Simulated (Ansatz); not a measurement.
**CdS (Fm-3m), tetragonal deformation path**

The calculation used DFT PBE, scalar-relativistic, plane waves, PAW in Ansatz 0.2.0. Cutoff 420 eV, Γ-centred 12×12×12 k-points, Gaussian smearing of 0.03 eV. No spin polarisation. Energies are free energies at this smearing, counted from the undisturbed cell; pressure is positive in compression.

The starting cell (as given, not relaxed at this level; it stands at -0.4 GPa; this rock-salt form isn't the usual structure):

```yaml
crystal:
  lattice:
    - [0.00000, 2.75324, 2.75324]
    - [2.75324, 0.00000, 2.75324]
    - [2.75324, 2.75324, 0.00000]
  atoms:
    - { symbol: Cd, position: [0.00000, 0.00000, 0.00000] }
    - { symbol: S, position: [0.50000, 0.50000, 0.50000] }
```

At fixed volume and fractional coordinates, lengths along (0.000, 0.000, 1.000) are scaled against those across it; ρ is that ratio over its starting value.

```
    ρ  ΔE (meV/atom) pressure (GPa) gap on the mesh (eV)
0.650         1123.1            34.4                  1.29
0.707          599.3            20.2                  0.56
0.780              ?               ?                  0.00
0.850           92.7             3.5                  0.00
0.920           21.8               ?                  0.00
0.960            5.0            -0.2                  0.07
1.000            0.0            -0.4                  0.26
1.050              ?            -0.1                     ?
1.100           24.8             0.8                  0.00
1.200           90.5             4.0                  0.00
1.300          190.2             8.5                  0.00
1.414          349.3            15.0                  0.00
1.500              ?               ?                  0.00
```

Where the gap reads zero the k-mesh, chosen for the insulator, is on the coarse side.

(1) Give the withheld values.

## Answers

(1) ΔE (meV/atom) at ρ = 0.780: 251.9; pressure (GPa) at ρ = 0.780: 9.3; pressure (GPa) at ρ = 0.920: 0.5; ΔE (meV/atom) at ρ = 1.050: 6.7; gap on the mesh (eV) at ρ = 1.050: 0.08; ΔE (meV/atom) at ρ = 1.500: 501.5; pressure (GPa) at ρ = 1.500: 20.6.